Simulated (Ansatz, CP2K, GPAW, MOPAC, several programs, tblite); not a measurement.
## Many methods on one cell: SnTe (h-MgO type)

SnTe built on the h-MgO prototype, relaxed with r2SCAN in Ansatz, was computed with several methods. Space group P6_3/mmc (No. 194), hexagonal; conventional cell a = 5.388 Å, c = 6.424 Å, 40.37 Å³ an atom. Sn has 5 Te at 3.11–3.21 Å; Te has 5 Sn at 3.11–3.21 Å. Simulation only: spin-unpolarised, and no claim that this is the phase found in nature.

```
Sn Te
1.0
     5.38790    0.00000    0.00000
    -2.69395    4.66606    0.00000
     0.00000    0.00000    6.42393
Sn Te
2 2
Direct
  0.33333 0.66667 0.25000
  0.66667 0.33333 0.75000
  0.66667 0.33333 0.25000
  0.33333 0.66667 0.75000
```

Gaps and times are for a single point on this cell; volume and bulk modulus come from each method's own relaxation or energy curve at fixed shape, which is too stiff where a cell has free coordinates or axes. Times are rough, from shared hosts (Arm Neoverse N1), and each method has its own mesh and cell size. A double dagger marks a value from a curve with shape and coordinates held. A star marks a curve whose lowest point is an end point. PM6 (MOPAC), PM7 (MOPAC), GFN1-xTB (tblite), GFN2-xTB (tblite) treat a cluster of cells at its zone centre, which samples few k points: where these miss a band edge, the gap comes out too large for that reason alone. Gaps from k meshes are read at a limited set of points (mesh, symmetry points, PBE's band edges), so each method's own least gap may be somewhat smaller. xTB and the PM methods were fitted mostly to molecules, and can miss a solid's gap by electronvolts. Minimal bases can be far off for gaps. d marks a direct gap, i an indirect one (no mark: not told apart), a dash a value that wasn't computed or didn't pass its checks.

```csv
method,kind,gap (eV),own volume (Å³/atom),bulk modulus (GPa),atoms computed,processor time
PM7 (MOPAC),semi-empirical,6.36,–,–,32,1 s
GFN1-xTB (tblite),tight binding,2.26,–,–,32,1.8 s
PM6 (MOPAC),semi-empirical,3.95,–,–,32,1.9 s
light PBE (260 eV and a coarse mesh),light plane-wave,0.43 d,–,–,4,3.2 s
GFN2-xTB (tblite),tight binding,2.59,–,–,32,5.5 s
PBE/SZV (CP2K),small basis,0.42 d,44.38*‡,33*‡,4,12 s
PBE,semilocal,0.45 d,41.16,30‡,4,15 s
PBE/single zeta (GPAW),small basis,0.48 d,–,–,4,26 s
PBE/DZVP (CP2K),small basis,0.41 d,41.98‡,30‡,4,26 s
r2SCAN,semilocal,0.51 i,40.37,33‡,4,32 s
```

Against r2SCAN (0.51 eV) and with closed or daggered gaps left aside, the nearest gap at the points sampled is that of PBE/single zeta (GPAW) (-0.03 eV) and the farthest that of PM7 (MOPAC) (+5.85 eV). r2SCAN is only a yardstick of convenience: semilocal gaps usually lie below measured ones, which GLLB-SC and hybrids aim to mend.

Volumes against r2SCAN's: PBE +1.9 %.

Runs without a result: GLLB-SC (GPAW) (single point, out of time).

Spin-orbit coupling is left out, which matters wherever the heavy atoms make up the band edges.
